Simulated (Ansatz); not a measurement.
# Cs under changes of volume

One of the cells (125.174 Å³/atom); the others are scaled copies at fixed shape and fractional positions:

```
CELL_PARAMETERS angstrom
-2.55385 2.55385 9.59607
2.55385 -2.55385 9.59607
2.55385 2.55385 -9.59607
ATOMIC_POSITIONS crystal
Cs 0.50000 0.50000 0.00000
Cs 0.25000 0.75000 0.50000
```

This isn't the form of Cs at room conditions, which is bcc.

```yaml
Program: Ansatz 0.2.0
Functional: PBE
Potentials_or_basis: Ansatz PAW
Cutoff: "420 eV (not typed: the program's choice for these potentials)"
k_mesh: 7 × 7 × 7
Occupations: fermi-dirac, width 0.05 eV
Spin: no spin polarisation
```

| volume (Å³/atom) | energy over the lowest point (meV/atom) | pressure (GPa) |
| --- | --- | --- |
| 117.663 | 1.55 | 0.1 |
| 120.167 | 0.46 | 0.0 |
| 122.670 | 0.00 | 0.0 |
| 125.174 | 0.10 | 0.0 |
| 127.677 | 0.71 | -0.1 |
| 130.181 | ? | ? |
| 132.684 | 3.29 | -0.1 |

Problem. What does the run at 130.181 Å³/atom give?

Solution. Energy over the lowest point 1.79 meV/atom; pressure -0.1 GPa.

Worked out: A Birch-Murnaghan fit of order 3 (a polynomial in V^(-2/3)) to the other rows has its minimum at 123.45 Å³/atom with B0 = V·E''(V) = 1.7 GPa and B' = 3.8 at fixed shape and positions, which overstates the stiffness. It gives 1.79 meV/atom at 130.181 Å³/atom, against the run's 1.79, and -dE/dV = -0.1 GPa, against -0.1.

Energies are extrapolated to zero smearing.
